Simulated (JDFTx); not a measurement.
# GaAs (F-43m) in JDFTx: further runs

The runs below take GaAs through equation of state, with PBEsol.

All numbers are computed with JDFTx 1.7.0 (patched build); they aren't measurements. Logs are shortened: lines on timing, memory, paths and dates and some standing lists are left out, and cuts for length are marked. The log counts tension as positive stress, the text compression.

## Step 1: The crystal as given

It takes space group F-43m (No. 216, cubic). Conventional cell: a = 5.654 Å, b = 5.654 Å, c = 5.654 Å, α = 90.00°, β = 90.00°, γ = 90.00°. As (site symmetry -43m) has 4 Ga at 2.45 Å as nearest neighbours. Around Ga (site symmetry -43m) lie 4 As at 2.45 Å.

## Step 2: Equation of state, PBEsol, 21.23 Å³/atom (volume scaled by 0.94)

Input file GaAs.in:

```
include GaAs.lattice
coords-type Lattice
include GaAs.ionpos

ion-species pseudo/As.upf
ion-species pseudo/Ga.upf
elec-cutoff 42 336
elec-ex-corr gga-PBEsol
kpoint-folding 8 8 8
elec-smearing Fermi 0.0018374661
elec-n-bands 21
electronic-SCF nIterations 100 energyDiffThreshold 1e-09
electronic-minimize nIterations 30 energyDiffThreshold 1e-7
forces-output-coords Cartesian

dump-name run.$VAR
dump End Ecomponents EigStats BandEigs Kpoints Forces Stress
```

Input file GaAs.lattice:

```
lattice \
    0.0000000000     5.2329218537     5.2329218537 \
    5.2329218537     0.0000000000     5.2329218537 \
    5.2329218537     5.2329218537     0.0000000000
```

Input file GaAs.ionpos:

```
ion As     0.7500000000     0.7500000000     0.7500000000 1
ion Ga     0.0000000000     0.0000000000     0.0000000000 1
```

Potentials or basis: PseudoDojo-SR-PBEsol-0.4.1-standard.

Command:

```console
$ jdftx -c 1 -i GaAs.in -o GaAs.out
```

The log of the run:

```text
*************** JDFTx 1.7.0 (patched build) ***************

Input parsed successfully to the following command list (including defaults):
[... the input with its defaults ...]

---------- Setting up symmetries ----------

Found 48 point-group symmetries of the bravais lattice
Found 24 space-group symmetries with basis
Applied RMS atom displacement 0 bohrs to make symmetries exact.

---------- Initializing the Grid ----------
R =
[            0      5.23292      5.23292  ]
[      5.23292            0      5.23292  ]
[      5.23292      5.23292            0  ]
unit cell volume = 286.591
G =
[  -0.600352   0.600352   0.600352  ]
[   0.600352  -0.600352   0.600352  ]
[   0.600352   0.600352  -0.600352  ]
Minimum fftbox size, Smin = [  64  64  64  ]
Chosen fftbox size, S = [  64  64  64  ]

---------- Initializing tighter grid for wavefunction operations ----------
R =
[            0      5.23292      5.23292  ]
[      5.23292            0      5.23292  ]
[      5.23292      5.23292            0  ]
unit cell volume = 286.591
G =
[  -0.600352   0.600352   0.600352  ]
[   0.600352  -0.600352   0.600352  ]
[   0.600352   0.600352  -0.600352  ]
Minimum fftbox size, Smin = [  44  44  44  ]
Chosen fftbox size, S = [  48  48  48  ]

---------- Exchange Correlation functional ----------
Initalized PBEsol GGA exchange.
Initalized PBEsol GGA correlation.

---------- Setting up pseudopotentials ----------
Width of ionic core gaussian charges (only for fluid interactions / plotting) set to 0

Reading pseudopotential file 'pseudo/As.upf':
  'As' pseudopotential, 'PBESOL' functional
  Generated using ONCVPSP code by D. R. Hamann
  15 valence electrons, 3 orbitals, 6 projectors, 1001 radial grid points, with lMax = 2
    3D    l: 2   occupation: 10.0   eigenvalue: -1.493596
    4S    l: 0   occupation:  2.0   eigenvalue: -0.532985
    4P    l: 1   occupation:  3.0   eigenvalue: -0.190970
  Core radius for overlap checks: 1.74 bohrs.

Reading pseudopotential file 'pseudo/Ga.upf':
  'Ga' pseudopotential, 'PBESOL' functional
  Generated using ONCVPSP code by D. R. Hamann
  13 valence electrons, 3 orbitals, 6 projectors, 1001 radial grid points, with lMax = 2
    3D    l: 2   occupation: 10.0   eigenvalue: -0.704192
    4S    l: 0   occupation:  2.0   eigenvalue: -0.329374
    4P    l: 1   occupation:  1.0   eigenvalue: -0.094479
  Core radius for overlap checks: 1.84 bohrs.

Initialized 2 species with 2 total atoms.

Folded 1 k-points by 8x8x8 to 512 k-points.

---------- Setting up k-points, bands, fillings ----------
Adding inversion symmetry to k-mesh for non-inversion-symmetric unit cell.
Reduced to 29 k-points under symmetry.
Computing the number of bands and number of electrons
Calculating initial fillings.
nElectrons:  28.000000   nBands: 21   nStates: 29

----- Setting up reduced wavefunction bases (one per k-point) -----
average nbasis = 3726.990 , ideal nbasis = 3725.896

---------- Setting up ewald sum ----------
Optimum gaussian width for ewald sums = 2.376703 bohr.
Real space sum over 1331 unit cells with max indices [  5  5  5  ]
Reciprocal space sum over 2197 terms with max indices [  6  6  6  ]

---------- Allocating electronic variables ----------
Initializing wave functions:  linear combination of atomic orbitals
Note: number of bands (21) exceeds available atomic orbitals (18)
As pseudo-atom occupations:   s ( 2 )  p ( 3 )  d ( 10 )
Ga pseudo-atom occupations:   s ( 2 )  p ( 1 )  d ( 10 )
	FillingsUpdate:  mu: +0.380381677  nElectrons: 28.000000
LCAOMinimize: Iter:   0  F: -163.0992000265301840  |grad|_K:  1.133e-03  alpha:  1.000e+00
	FillingsUpdate:  mu: +0.374438362  nElectrons: 28.000000
LCAOMinimize: Iter:   1  F: -163.1035114747103592  |grad|_K:  2.759e-05  alpha:  5.161e-01  linmin: -1.035e-01  cgtest:  3.216e-01
LCAOMinimize: Encountered beta<0, resetting CG.
	FillingsUpdate:  mu: +0.374495589  nElectrons: 28.000000
LCAOMinimize: Iter:   2  F: -163.1035156438174170  |grad|_K:  5.263e-06  alpha:  8.543e-01  linmin: -2.227e-03  cgtest:  3.398e-02
	FillingsUpdate:  mu: +0.374525675  nElectrons: 28.000000
LCAOMinimize: Iter:   3  F: -163.1035157457500020  |grad|_K:  7.459e-07  alpha:  5.727e-01  linmin:  5.898e-07  cgtest: -3.834e-02
	FillingsUpdate:  mu: +0.374521700  nElectrons: 28.000000
LCAOMinimize: Iter:   4  F: -163.1035157489522476  |grad|_K:  2.071e-08  alpha:  9.020e-01  linmin:  8.703e-03  cgtest: -9.416e-02
LCAOMinimize: Converged (|Delta F|<1.000000e-06 for 2 iters).

-------- Electronic minimization -----------
Will mix electronic density at each iteration.
	FillingsUpdate:  mu: +0.374521700  nElectrons: 28.000000
	FillingsUpdate:  mu: +0.363248016  nElectrons: 28.000000
SCF: Cycle:  0   F: -163.145606886179678   dF: -4.209e-02   |Residual|: 4.781e-02   |deigs|: 1.997e-01
	FillingsUpdate:  mu: +0.365195710  nElectrons: 28.000000
SCF: Cycle:  1   F: -163.146592654447772   dF: -9.858e-04   |Residual|: 2.609e-02   |deigs|: 5.655e-03
	FillingsUpdate:  mu: +0.368610972  nElectrons: 28.000000
SCF: Cycle:  2   F: -163.146770660496685   dF: -1.780e-04   |Residual|: 4.027e-03   |deigs|: 3.521e-03
	FillingsUpdate:  mu: +0.369117204  nElectrons: 28.000000
SCF: Cycle:  3   F: -163.146778285165539   dF: -7.625e-06   |Residual|: 1.583e-03   |deigs|: 1.165e-03
	FillingsUpdate:  mu: +0.369542257  nElectrons: 28.000000
SCF: Cycle:  4   F: -163.146779682081217   dF: -1.397e-06   |Residual|: 5.815e-04   |deigs|: 5.391e-04
	FillingsUpdate:  mu: +0.369494801  nElectrons: 28.000000
SCF: Cycle:  5   F: -163.146779869453212   dF: -1.874e-07   |Residual|: 1.883e-04   |deigs|: 1.572e-04
	FillingsUpdate:  mu: +0.369544048  nElectrons: 28.000000
SCF: Cycle:  6   F: -163.146779930940284   dF: -6.149e-08   |Residual|: 4.363e-05   |deigs|: 8.676e-05
	FillingsUpdate:  mu: +0.369545055  nElectrons: 28.000000
SCF: Cycle:  7   F: -163.146779945443711   dF: -1.450e-08   |Residual|: 2.012e-05   |deigs|: 5.862e-05
	FillingsUpdate:  mu: +0.369548195  nElectrons: 28.000000
SCF: Cycle:  8   F: -163.146779951711807   dF: -6.268e-09   |Residual|: 1.063e-05   |deigs|: 6.325e-05
	FillingsUpdate:  mu: +0.369547574  nElectrons: 28.000000
SCF: Cycle:  9   F: -163.146779953244447   dF: -1.533e-09   |Residual|: 6.160e-06   |deigs|: 4.704e-05
	FillingsUpdate:  mu: +0.369547598  nElectrons: 28.000000
SCF: Cycle: 10   F: -163.146779954012999   dF: -7.686e-10   |Residual|: 1.511e-06   |deigs|: 5.050e-05
	FillingsUpdate:  mu: +0.369547308  nElectrons: 28.000000
SCF: Cycle: 11   F: -163.146779954222211   dF: -2.092e-10   |Residual|: 7.186e-07   |deigs|: 3.727e-05
SCF: Converged (|Delta E|<1.000000e-09 for 2 iters).

Setting wave functions to eigenvectors of Hamiltonian

# Stress tensor in Cartesian coordinates [Eh/a0^3]:
[ -0.000179856            0            0  ]
[            0 -0.000179856            0  ]
[            0            0 -0.000179856  ]

# Ionic positions in lattice coordinates:
ion As   0.750000000000000   0.750000000000000   0.750000000000000 1
ion Ga   0.000000000000000   0.000000000000000   0.000000000000000 1

# Forces in Cartesian coordinates:
force As  -0.000000000000000   0.000000000000000   0.000000000000000 1
force Ga   0.000000000000000  -0.000000000000000   0.000000000000000 1

# Energy components:
   Eewald =     -101.2431842457845050
       EH =       56.0315486404837415
     Eloc =     -141.4203481572584451
      Enl =      -90.2147938810265089
      Exc =      -44.2670718183838403
 Exc_core =       19.1589417120649763
       KE =      138.8081278262657747
-------------------------------------
     Etot =     -163.1467799236388032
       TS =        0.0000000305834013
-------------------------------------
        F =     -163.1467799542222110

IonicMinimize: Iter:   0  F: -163.146779954222211  |grad|_K:        nan
IonicMinimize: None of the convergence criteria satisfied after 0 iterations.

#--- Lowdin population analysis ---
# oxidation-state As +0.007
# oxidation-state Ga +0.031

Dumping 'run.eigStats' ...
	eMin: -0.945853 at state 20 ( [ +0.000000 +0.500000 +0.500000 ] spin 0 )
	HOMO: +0.351852 at state 0 ( [ +0.000000 +0.000000 +0.000000 ] spin 0 )
	mu  : +0.369547
	LUMO: +0.385332 at state 0 ( [ +0.000000 +0.000000 +0.000000 ] spin 0 )
	eMax: +0.895489 at state 19 ( [ +0.000000 +0.375000 -0.375000 ] spin 0 )
	HOMO-LUMO gap: +0.033479
	Optical gap  : +0.033479 at state 0 ( [ +0.000000 +0.000000 +0.000000 ] spin 0 )
Done!
[note: mu as printed may lie anywhere between the filled and the empty levels]
```

It took 2.3 min on 1 thread of Arm Neoverse V1, shared host; peak memory 0.16 GiB.

What came out:

```yaml
Free_energy: -4439.4500 eV
Pressure: 5.3 GPa
Band_gap_on_the_k_mesh: 0.91 eV, direct
```

## Step 3: Equation of state, PBEsol, 21.69 Å³/atom (volume scaled by 0.96)

GaAs.in is that of step 2.

Input file GaAs.lattice:

```
lattice \
    0.0000000000     5.2697746302     5.2697746302 \
    5.2697746302     0.0000000000     5.2697746302 \
    5.2697746302     5.2697746302     0.0000000000
```

GaAs.ionpos is that of step 2.

Potentials or basis: PseudoDojo-SR-PBEsol-0.4.1-standard.

Command:

```console
$ jdftx -c 1 -i GaAs.in -o GaAs.out
```

Wall time 2.3 min (1 thread of Arm Neoverse V1, shared host); peak memory 0.16 GiB.

It converged, with:

| Property | Result |
| --- | --- |
| Free energy | -4439.4746 eV |
| Pressure | 3.4 GPa |
| Band gap on the k mesh | 0.75 eV, direct |

## Step 4: Equation of state, PBEsol, 22.14 Å³/atom (volume scaled by 0.98)

GaAs.in is that of step 3.

Input file GaAs.lattice:

```
lattice \
    0.0000000000     5.3061190521     5.3061190521 \
    5.3061190521     0.0000000000     5.3061190521 \
    5.3061190521     5.3061190521     0.0000000000
```

GaAs.ionpos is that of step 3.

Command:

```console
$ jdftx -c 1 -i GaAs.in -o GaAs.out
```

Wall time 2.4 min (1 thread of Arm Neoverse V1, shared host); peak memory 0.16 GiB.

Results (log left out):

```yaml
Free_energy: -4439.4891 eV
Pressure: 1.7 GPa
Band_gap_on_the_k_mesh: 0.59 eV, direct
```

## Step 5: Equation of state, PBEsol, 22.59 Å³/atom

GaAs.in is that of step 4.

Input file GaAs.lattice:

```
lattice \
    0.0000000000     5.3419722954     5.3419722954 \
    5.3419722954     0.0000000000     5.3419722954 \
    5.3419722954     5.3419722954     0.0000000000
```

GaAs.ionpos is that of step 4.

Command:

```console
$ jdftx -c 1 -i GaAs.in -o GaAs.out
```

Wall time 2.4 min (1 thread of Arm Neoverse V1, shared host); peak memory 0.16 GiB.

It converged, with:

```
Free energy            : -4439.4947 eV
Pressure               : 0.3 GPa
Band gap on the k mesh : 0.44 eV, direct
```

## Step 6: Equation of state, PBEsol, 23.04 Å³/atom (volume scaled by 1.02)

GaAs.in is that of step 5.

Input file GaAs.lattice:

```
lattice \
    0.0000000000     5.3773506264     5.3773506264 \
    5.3773506264     0.0000000000     5.3773506264 \
    5.3773506264     5.3773506264     0.0000000000
```

GaAs.ionpos is that of step 5.

Potentials or basis: PseudoDojo-SR-PBEsol-0.4.1-standard.

Command:

```console
$ jdftx -c 1 -i GaAs.in -o GaAs.out
```

Run time: 2.4 min. Hardware: 1 thread of Arm Neoverse V1, shared host; peak memory 0.16 GiB.

The run converged. Its results:

| Property | Result |
| --- | --- |
| Free energy | -4439.4924 eV |
| Pressure | -1.1 GPa |
| Band gap on the k mesh | 0.30 eV, direct |

## Step 7: Equation of state, PBEsol, 23.49 Å³/atom (volume scaled by 1.04)

GaAs.in is that of step 6.

Input file GaAs.lattice:

```
lattice \
    0.0000000000     5.4122694661     5.4122694661 \
    5.4122694661     0.0000000000     5.4122694661 \
    5.4122694661     5.4122694661     0.0000000000
```

GaAs.ionpos is that of step 6.

Command:

```console
$ jdftx -c 1 -i GaAs.in -o GaAs.out
```

It took 2.4 min on 1 thread of Arm Neoverse V1, shared host; peak memory 0.16 GiB.

The run converged. Its results:

* Free energy: -4439.4830 eV
* Pressure: -2.2 GPa
* Band gap on the k mesh: 0.15 eV, direct

## Step 8: Equation of state, PBEsol, 23.94 Å³/atom (volume scaled by 1.06)

GaAs.in is that of step 7.

Input file GaAs.lattice:

```
lattice \
    0.0000000000     5.4467434495     5.4467434495 \
    5.4467434495     0.0000000000     5.4467434495 \
    5.4467434495     5.4467434495     0.0000000000
```

GaAs.ionpos is that of step 7.

Command:

```console
$ jdftx -c 1 -i GaAs.in -o GaAs.out
```

Run time: 2.4 min. Hardware: 1 thread of Arm Neoverse V1, shared host; peak memory 0.16 GiB.

The run converged. Its results:

| Property | Result |
| --- | --- |
| Free energy | -4439.4674 eV |
| Pressure | -3.3 GPa |
| Band gap on the k mesh | none (metal or under the smearing width) |

## Step 9: Equation of state, PBEsol

Potentials or basis: PseudoDojo-SR-PBEsol-0.4.1-standard.

No new run: the results of the series are fitted here.

Results:

```yaml
Equilibrium_volume: 22.68 Å³/atom
Bulk_modulus: 69 GPa
Pressure_derivative_of_the_bulk_modulus: 4.9
```

Energy against volume, from the lowest point:
```csv
volume (Å³/atom),energy (meV/atom)
21.234,22.34
21.686,10.09
22.138,2.82
22.590,0.00
23.041,1.16
23.493,5.86
23.945,13.65
```

Zero-point motion and thermal expansion aren't in these numbers.
